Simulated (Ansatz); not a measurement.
# HgTe: all-electron results

```yaml
crystal:
  lattice:
    - [0.00000, 3.22350, 3.22350]
    - [3.22350, 0.00000, 3.22350]
    - [3.22350, 3.22350, 0.00000]
  atoms:
    - { symbol: Hg, position: [0.00000, 0.00000, 0.00000] }
    - { symbol: Te, position: [0.75000, 0.75000, 0.75000] }
```

Atoms are numbered in the order listed.

The cell is COD entry 1539232, as deposited and not checked against the literature; nothing was relaxed.

No spin–orbit coupling, which matters for the heavy atoms here.

Levels of theory: DFT, PBEsol, all-electron LAPW, scalar-relativistic (Ansatz 0.2.0); DFT, PBEsol, PAW with Ansatz's default frozen-core files, scalar-relativistic (Ansatz 0.2.0).

For LAPW: a Γ-centred 9×9×9 k mesh, Fermi–Dirac smearing of 0.05 eV, basis error target 0.5 meV/atom, no spin polarisation. PAW takes a cutoff of 420 eV at this cell (files made with PBE, cores remade for this functional). The Ansatz runs share mesh, smearing and spin set-up. Values come from LAPW unless marked.

- Bader charges (from the PAW run): Hg1 +0.07, Te2 -0.07 e
- Band gap: none at this level of theory (metallic, semimetallic, or a small gap that the functional closes)
- Volume per atom: 33.50 Å³

Give the computed value. Pressure at this cell.

1.33 GPa.

Predict this quantity. Density of states at the Fermi level (0.2 eV bin).

0.00 states/eV per cell.

Give the computed value. Löwdin charges (with 0.24 e of the cell spilling out of the atomic basis, so their sizes and signs hang on that basis).

Hg1 0.99, Te2 -0.75 e.
